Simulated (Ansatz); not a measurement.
**WS2: relaxation of cell and atoms with RPBE+D3(BJ)**

WS2, a slab with vacuum:

```xyz
3
Lattice="3.1835 0.0000 0.0000 -1.5918 2.7570 0.0000 0.0000 0.0000 16.9506" Properties=species:S:1:pos:R:3 pbc="T T T"
W     0.0000    0.0000    0.0000
S     0.0000    1.8380    1.5595
S     0.0000    1.8380   15.3911
```

```yaml
Program: Ansatz 0.2.0
Task: relaxation of cell and atoms
Functional: RPBE
Dispersion: D3(BJ)
Potentials_or_basis: Ansatz PAW
Cutoff: "420 eV (not typed: the program's choice for these potentials)"
k_mesh: 10 × 10 × 2
Occupations: fermi-dirac, width 0.05 eV
Spin: no spin polarisation
```

```yaml
Relaxed_volume: 17.09 Å³/atom
Relaxed_cell: a = 3.015 Å, b = 3.015 Å, c = 6.514 Å, α = 90.00°, β = 90.00°, γ = 120.00°
Space_group_after_relaxing_to_0.05_Å: P-6m2 (No. 187)
Energy_gained_by_relaxing: 177.3 meV/atom
Ionic_steps: 36
Band_gap_on_the_k_mesh: 1.46 eV
```

Step by step:
| step | energy change (eV) | largest force (eV/Å) | volume (Å³) |
| --- | --- | --- | --- |
| 1 | 0.0000 | 0.4311 | 148.77 |
| 2 | -0.2824 | 0.1427 | 134.88 |
| 3 | -0.2835 | 0.0205 | 134.36 |
| 4 | -0.2836 | 0.0005 | 134.40 |
| 5 | -0.2836 | 0.0017 | 134.33 |
| 6 | -0.2839 | 0.0248 | 132.19 |
| 7 | -0.2851 | 0.0592 | 125.58 |
| 8 | -0.2853 | 0.0530 | 124.30 |
| 9 | -0.2853 | 0.0074 | 124.99 |
| 10 | -0.2860 | 0.0342 | 121.54 |
| 11 | -0.2866 | 0.0088 | 119.13 |
| 12 | -0.2873 | 0.0403 | 115.83 |
| 13 | -0.2878 | 0.1518 | 110.79 |
| 14 | -0.2881 | 0.0371 | 112.75 |
| 15 | -0.2886 | 0.0355 | 111.16 |
| 16 | -0.2899 | 0.1637 | 104.73 |
| 17 | -0.2905 | 0.0203 | 106.08 |
| 18 | -0.2921 | 0.0570 | 102.16 |
| 19 | -0.2930 | 0.2712 | 95.39 |
| 20 | -0.2955 | 0.0085 | 95.32 |
| 21 | -0.2977 | 0.0084 | 93.53 |
| 22 | -0.3008 | 0.2793 | 87.09 |
| 23 | -0.3032 | 0.1237 | 87.35 |
| 24 | -0.3084 | 0.0155 | 84.04 |
| 25 | -0.3162 | 0.3647 | 77.44 |
| 26 | -0.3221 | 0.6898 | 71.63 |
| 27 | -0.3546 | 0.4830 | 67.57 |
| 28 | -0.3887 | 0.2631 | 64.07 |
| 29 | -0.4175 | 0.6461 | 59.97 |
| 30 | -0.4427 | 0.5141 | 58.26 |
| 31 | -0.4816 | 0.0733 | 56.55 |
| 32 | -0.5071 | 0.1377 | 54.54 |
| 33 | -0.5231 | 0.2076 | 53.04 |
| 34 | -0.5344 | 0.0002 | 51.22 |
| 35 | -0.5344 | 0.0010 | 51.27 |
| 36 | -0.5318 | 0.0002 | 51.27 |

Final structure:
```cif
data_structure
_symmetry_space_group_name_H-M 'P 1'
_symmetry_Int_Tables_number 1
_cell_length_a 3.0148
_cell_length_b 3.0148
_cell_length_c 6.5138
_cell_angle_alpha 90.000
_cell_angle_beta 90.000
_cell_angle_gamma 120.000
_cell_volume 51.27
loop_
_atom_site_label
_atom_site_type_symbol
_atom_site_fract_x
_atom_site_fract_y
_atom_site_fract_z
_atom_site_occupancy
W1 W 0.00000 0.00000 0.00000 1
S1 S 0.33333 0.66667 0.24551 1
S2 S 0.33333 0.66667 0.75449 1
```

Run time: 3.5 min on 2 threads of Intel(R) Xeon(R) Processor @ 2.50GHz (Skylake/Cascade Lake), with other jobs on the host, peak memory 0.49 GiB.

Caveat: the volume moved by over 15 % at a fixed basis, so the end points are rough; the plane-wave basis is chosen anew once the cell has moved, so the energies of steps on either side of that aren't comparable; spin-orbit coupling is left out, which moves the levels of the heavy elements; the PAW data sets come from PBE, with cores solved anew for the run's functional, which leaves a small shift of forces and pressure.
